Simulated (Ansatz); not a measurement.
Theory: DFT PBE, scalar-relativistic, plane waves, PAW in Ansatz 0.2.0. All cells share a 420 eV cutoff and Γ-centred k meshes spaced at most about 0.3 Å⁻¹ (about 0.25 or finer for metals, 2π included). No spin polarisation in the final relaxations.

All energies are static (0 K, no zero-point motion).

Two forms of SnO were relaxed alike.

A.

```yaml
crystal:
  lattice:
    - [3.86776, 0.00000, 0.00000]
    - [0.00000, 3.86776, 0.00000]
    - [0.00000, 0.00000, 5.06998]
  atoms:
    - { symbol: Sn, position: [0.00000, 0.50000, 0.22871] }
    - { symbol: Sn, position: [0.50000, 0.00000, 0.77129] }
    - { symbol: O, position: [0.00000, 0.00000, 0.00000] }
    - { symbol: O, position: [0.50000, 0.50000, 0.00000] }
```

B.

```yaml
crystal:
  lattice:
    - [3.42050, 0.00000, 0.00000]
    - [-1.71025, 2.96224, 0.00000]
    - [0.00000, 0.00000, 4.02412]
  atoms:
    - { symbol: Sn, position: [0.00000, 0.00000, 0.50000] }
    - { symbol: O, position: [0.00000, 0.00000, 0.00000] }
```

Question: Which is lower in energy, and by how much?

Answer: A is lower, by 0.74 eV/atom. A has the litharge type, space group P4/nmm (No. 129), 19.0 Å³/atom and a gap of 0.50 eV on its mesh; B has space group P6/mmm (No. 191), 20.4 Å³/atom and no gap. Counting O atoms around Sn (those within 1.25 times the shortest such distance or 1.15 times the sum of covalent radii), A has Sn 4 and B has Sn 2. In A, Sn has 4 O at 2.25 Å; around O lie 4 Sn at 2.25 Å and 4 O at 2.73 Å. In B, Sn has 2 O at 2.01 Å; O has 2 Sn at 2.01 Å. Origin: A is a cell as deposited in COD, relaxed; B was invented.

Weakly bound directions are ill-defined at this level, which has no dispersion term (P4/nmm), and this can change margins and order among such cells. Kohn–Sham gaps at this level usually fall short of measured ones. The zero gap of P6/mmm may come from the functional, which often closes small gaps. With atoms moved at random, P4/nmm came back. Other cells relaxed within their symmetry can be saddle points.
